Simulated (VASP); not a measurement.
Input of a VASP 6.6.1 run:

Contents of INCAR:

```
SYSTEM = GaSb
PREC = Accurate
ENCUT = 520
EDIFF = 1E-6
ISMEAR = 0
SIGMA = 0.1
LREAL = .False.
LASPH = .True.
NELM = 100
ALGO = Normal
ISIF = 2
LWAVE = .False.
LCHARG = .False.
GGA = PE
IVDW = 12
NBANDS = 16
```

The input KPOINTS:

```
Automatic mesh
0
Gamma
  12 12 12
  0 0 0
```

Contents of POSCAR:

```
GaSb
1.0
    0.0000000000      3.0645583952      3.0645583952
    3.0645583952      0.0000000000      3.0645583952
    3.0645583952      3.0645583952      0.0000000000
Ga Sb
1 1
Direct
    0.0000000000      0.0000000000      0.0000000000
    0.2500000000      0.2500000000      0.2500000000
```

Potentials or basis: VASP PAW PBE potentials, release 64 (Ga_d, Sb).

The run is started by

```sh
$ cat potpaw_PBE.64/Ga_d/POTCAR potpaw_PBE.64/Sb/POTCAR > POTCAR
$ mpirun -np 1 vasp_std > vasp.out
```

Q: Predict the dispersion energy per atom.

A: -0.331 eV.

Q: Predict the pressure.

A: 0.1 GPa.

Caveat: pairwise dispersion overbinds metals, which lowers pressure and volume. The run has no spin-orbit coupling, so splittings on Sb are missing.
